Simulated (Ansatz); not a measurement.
Input of an Ansatz 0.2.0 run:

run.py

```python
import json

import ase.io
import numpy as np
import spglib

import ansatz as az

atoms = ase.io.read("BN.cif")
cell, frac, numbers = spglib.find_primitive((atoms.cell[:], atoms.get_scaled_positions(), atoms.numbers), symprec=1e-5)
atoms = ase.Atoms(numbers, cell=cell, scaled_positions=frac, pbc=True)
atoms.set_initial_magnetic_moments([[0.0, 0.0, 0.5], [0.0, 0.0, 0.0]])

calculation = (
    az.Crystal.from_ase(atoms)
    .calculation()
    .kpoints(13, 13, 13)
    .functional(exchange="b88", correlation="pbe", dispersion="d4")
    .pseudopotentials(kind="paw")
    .spin("noncollinear", soc=False)
    .scf(extra_bands=6)
    .occupations(method="fermi_dirac", width=0.05)
    .density()
    .potential()
    .output_files(volumetric_format="npy")
    .electron_localization_function()
    .density_of_states(energy_step=0.05, projected=True, nscf_kmesh=(20, 20, 20))
    .forces()
    .stress()
    .band_table(publish=True)
)
outcome = calculation.run(threads=2, events_out="events.jsonl")

report = outcome.report
for line in open("events.jsonl"):
    event = json.loads(line)
    if event["event"] == "scf_iter":
        d = event["data"]
        print(f"SCF {d['iter']:3d}  HF = {d['harris_foulkes_ev']:.6f} eV  dr2 = {d['dr2_ev']:.2e} eV")
    elif event["event"] in ("relax_step", "md_step"):
        d = event["data"]
        print(f"{event['event']} {d['step']:3d}  E = {d['lagrangian_ev']:.6f} eV")
np.set_printoptions(precision=5, suppress=True, linewidth=110)
print("converged:", report["converged"], "after", report["n_iterations"], "iterations")
print(f"free energy {report['free_energy_ev']:.6f} eV, Fermi level {report['fermi_energy_ev']:.4f} eV")
for key in ("band_edges_ev", "magnetization_mub", "site_moments_mub", "site_moments_nc_mub", "forces_ev_ang",
                "stress_gpa", "kpoints_frac", "eigenvalues_ev"):
    if report.get(key) is not None:
        print(key, np.array(report[key]), sep="\n")
```

File BN.cif:

```cif
data_BN
_cell_length_a 3.47473960
_cell_length_b 3.47473960
_cell_length_c 3.47473960
_cell_angle_alpha 90.00000000
_cell_angle_beta 90.00000000
_cell_angle_gamma 90.00000000
_space_group_name_H-M_alt 'F-43m'
_space_group_name_Hall 'F -4 2 3'
_space_group_IT_number 216
loop_
_space_group_symop_operation_xyz
'x,y,z'
'y,-x,-z'
'-x,-y,z'
'-y,x,-z'
'x,-y,-z'
'y,x,z'
'-x,y,-z'
'-y,-x,z'
'z,x,y'
'-z,y,-x'
'z,-x,-y'
'-z,-y,x'
'-z,x,-y'
'z,y,x'
'-z,-x,y'
'z,-y,-x'
'y,z,x'
'-x,-z,y'
'-y,z,-x'
'x,-z,-y'
'-y,-z,x'
'x,z,y'
'y,-z,-x'
'-x,z,-y'
'x,y+1/2,z+1/2'
'y,-x+1/2,-z+1/2'
'-x,-y+1/2,z+1/2'
'-y,x+1/2,-z+1/2'
'x,-y+1/2,-z+1/2'
'y,x+1/2,z+1/2'
'-x,y+1/2,-z+1/2'
'-y,-x+1/2,z+1/2'
'z,x+1/2,y+1/2'
'-z,y+1/2,-x+1/2'
'z,-x+1/2,-y+1/2'
'-z,-y+1/2,x+1/2'
'-z,x+1/2,-y+1/2'
'z,y+1/2,x+1/2'
'-z,-x+1/2,y+1/2'
'z,-y+1/2,-x+1/2'
'y,z+1/2,x+1/2'
'-x,-z+1/2,y+1/2'
'-y,z+1/2,-x+1/2'
'x,-z+1/2,-y+1/2'
'-y,-z+1/2,x+1/2'
'x,z+1/2,y+1/2'
'y,-z+1/2,-x+1/2'
'-x,z+1/2,-y+1/2'
'x+1/2,y,z+1/2'
'y+1/2,-x,-z+1/2'
'-x+1/2,-y,z+1/2'
'-y+1/2,x,-z+1/2'
'x+1/2,-y,-z+1/2'
'y+1/2,x,z+1/2'
'-x+1/2,y,-z+1/2'
'-y+1/2,-x,z+1/2'
'z+1/2,x,y+1/2'
'-z+1/2,y,-x+1/2'
'z+1/2,-x,-y+1/2'
'-z+1/2,-y,x+1/2'
'-z+1/2,x,-y+1/2'
'z+1/2,y,x+1/2'
'-z+1/2,-x,y+1/2'
'z+1/2,-y,-x+1/2'
'y+1/2,z,x+1/2'
'-x+1/2,-z,y+1/2'
'-y+1/2,z,-x+1/2'
'x+1/2,-z,-y+1/2'
'-y+1/2,-z,x+1/2'
'x+1/2,z,y+1/2'
'y+1/2,-z,-x+1/2'
'-x+1/2,z,-y+1/2'
'x+1/2,y+1/2,z'
'y+1/2,-x+1/2,-z'
'-x+1/2,-y+1/2,z'
'-y+1/2,x+1/2,-z'
'x+1/2,-y+1/2,-z'
'y+1/2,x+1/2,z'
'-x+1/2,y+1/2,-z'
'-y+1/2,-x+1/2,z'
'z+1/2,x+1/2,y'
'-z+1/2,y+1/2,-x'
'z+1/2,-x+1/2,-y'
'-z+1/2,-y+1/2,x'
'-z+1/2,x+1/2,-y'
'z+1/2,y+1/2,x'
'-z+1/2,-x+1/2,y'
'z+1/2,-y+1/2,-x'
'y+1/2,z+1/2,x'
'-x+1/2,-z+1/2,y'
'-y+1/2,z+1/2,-x'
'x+1/2,-z+1/2,-y'
'-y+1/2,-z+1/2,x'
'x+1/2,z+1/2,y'
'y+1/2,-z+1/2,-x'
'-x+1/2,z+1/2,-y'
loop_
_atom_site_label
_atom_site_type_symbol
_atom_site_symmetry_multiplicity
_atom_site_Wyckoff_symbol
_atom_site_fract_x
_atom_site_fract_y
_atom_site_fract_z
_atom_site_occupancy
N1 N 4 d 0.2500000000 0.2500000000 0.7500000000 1
B1 B 4 a 0.0000000000 0.0000000000 0.0000000000 1
```

Potentials or basis: Ansatz PAW.

Run with:

```sh
$ python run.py
```

Question: Estimate the pressure.

Answer: 52.0 GPa.

Question: Predict the net moment.

Answer: 0.00 μB per cell.

Question: What does it give for the band gap on the k mesh?

Answer: 4.69 eV, indirect (least direct gap 9.44 eV).

States per cell in windows of 1 eV (zero at the valence-band top; states under -8 eV left out):
| from (eV) | total | N 2p | B 2p | N 2s | B 2s |
| --- | --- | --- | --- | --- | --- |
| -8.0 | 0.47 | 0.30 | 0.10 | 0.03 | 0.04 |
| -7.0 | 0.56 | 0.36 | 0.14 | 0.02 | 0.04 |
| -6.0 | 0.77 | 0.50 | 0.21 | 0.02 | 0.04 |
| -5.0 | 0.79 | 0.54 | 0.21 | 0.01 | 0.03 |
| -4.0 | 0.75 | 0.53 | 0.19 | 0.01 | 0.02 |
| -3.0 | 0.70 | 0.52 | 0.16 | 0.01 | 0.01 |
| -2.0 | 0.38 | 0.30 | 0.07 | 0.00 | 0.00 |
| -1.0 | 0.16 | 0.14 | 0.02 | 0.00 | 0.00 |
| 0.0 | 0.00 | 0.00 | 0.00 | 0.00 | 0.00 |
| 1.0 | 0.00 | 0.00 | 0.00 | 0.00 | 0.00 |
| 2.0 | 0.00 | 0.00 | 0.00 | 0.00 | 0.00 |
| 3.0 | 0.00 | 0.00 | 0.00 | 0.00 | 0.00 |
| 4.0 | 0.01 | 0.00 | 0.00 | 0.00 | 0.00 |
| 5.0 | 0.07 | 0.00 | 0.03 | 0.02 | 0.00 |
| 6.0 | 0.13 | 0.01 | 0.07 | 0.04 | 0.00 |
| 7.0 | 0.22 | 0.03 | 0.11 | 0.05 | 0.01 |

Caveat: the potentials were made for another functional, which shifts forces and pressure; odd divisions of the mesh miss points on the zone boundary, where band edges often lie, so the gap on the mesh can be too wide; the pressure holds a Pulay correction of +1.1 GPa for the finite cutoff; the dispersion damping was fitted for another functional or another form of the correction; the starting moments weren't kept. A k mesh can miss the band edges.
